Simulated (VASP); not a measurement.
Wanted: the native input for a VASP 6.6.1 run.

```
Task                   : single point
Functional             : PBE
Potentials or basis    : VASP PAW PBE potentials, release 64 (Zn)
Cutoff                 : 520 eV
k mesh                 : 20 × 20 × 20
Occupations            : gaussian, width 0.15 eV
Spin                   : no spin polarisation
Dipole correction      : no
Further INCAR settings : ALGO = Normal; EDIFF = 1e-06; NBANDS = 12
```

The structure of Zn lies in POSCAR:

```
Zn
1.0
    0.0000000000      1.8665372000      1.9156566000
    1.8665372000      0.0000000000      1.9156566000
    1.8665372000      1.8665372000      0.0000000000
Zn
1
Direct
    0.0000000000      0.0000000000      0.0000000000
```

This isn't the form of Zn at room conditions, which is hcp.

The cell isn't the ideal one: strain -0.050 along x and y, -0.025 along z, atoms carried along.

The input as run:

INCAR

```
SYSTEM = Zn
PREC = Accurate ; ENCUT = 520
EDIFF = 1E-6 ; ISMEAR = 0
SIGMA = 0.15 ; LREAL = .FALSE.
LASPH = .TRUE. ; NELM = 80
ALGO = Normal ; ISIF = 2
LWAVE = .FALSE. ; LCHARG = .FALSE.
GGA = PE ; NBANDS = 12
```

KPOINTS

```
Automatic mesh
0
G
  20 20 20
  0 0 0
```

Potentials or basis: VASP PAW PBE potentials, release 64 (Zn).

The run is started by

```sh
$ cat potpaw_PBE.64/Zn/POTCAR > POTCAR
$ mpirun -np 1 vasp_std > vasp.out
```

Results of the run:

```yaml
Pressure: 12.9 GPa
Band_gap_on_the_k_mesh: none (metal or under the smearing width)
```

Wall time 44 s on 1 thread of AMD EPYC 9R14 (Zen 4), with other jobs on the host, peak memory 0.17 GiB.
